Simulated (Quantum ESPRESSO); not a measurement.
**Ba under changes of volume**

One of the cells (62.989 Å³/atom); the others are scaled copies at fixed shape and fractional positions:

```
Ba
1.0
    -2.50650    2.50650    2.50650
     2.50650   -2.50650    2.50650
     2.50650    2.50650   -2.50650
Ba
1
Direct
  0.00000 0.00000 0.00000
```

| Quantity | Value |
| --- | --- |
| Program | Quantum ESPRESSO 7.5 |
| Functional | PBEsol |
| Potentials or basis | PseudoDojo 0.4.1 SR PBEsol standard |
| Cutoff | 599 eV |
| Density cutoff | 2395 eV |
| k mesh | 8 × 8 × 8 |
| Occupations | fermi-dirac, width 0.05 eV |
| Spin | no spin polarisation |

| volume (Å³/atom) | energy over the lowest point (meV/atom) | pressure (GPa) |
| --- | --- | --- |
| 59.209 | 0.00 | -0.2 |
| 60.469 | 2.09 | -0.4 |
| 61.729 | 5.64 | -0.5 |
| 62.989 | 10.52 | -0.7 |
| 64.249 | 16.61 | -0.8 |
| 65.508 | ? | ? |
| 66.768 | 32.00 | -1.1 |

Q: What does the run at 65.508 Å³/atom give?

A: Energy over the lowest point 23.81 meV/atom; pressure -1.0 GPa.

Worked out: A Birch-Murnaghan fit of order 3 (a polynomial in V^(-2/3)) to the other rows has its minimum at 58.21 Å³/atom, just outside them, with B0 = V·E''(V) = 10.1 GPa and B' = 3.3. It gives 23.80 meV/atom at 65.508 Å³/atom, against the run's 23.81, and -dE/dV = -1.0 GPa, against -1.0.

Energies are extrapolated to zero smearing.

Caveats: this release of the barium file is off.
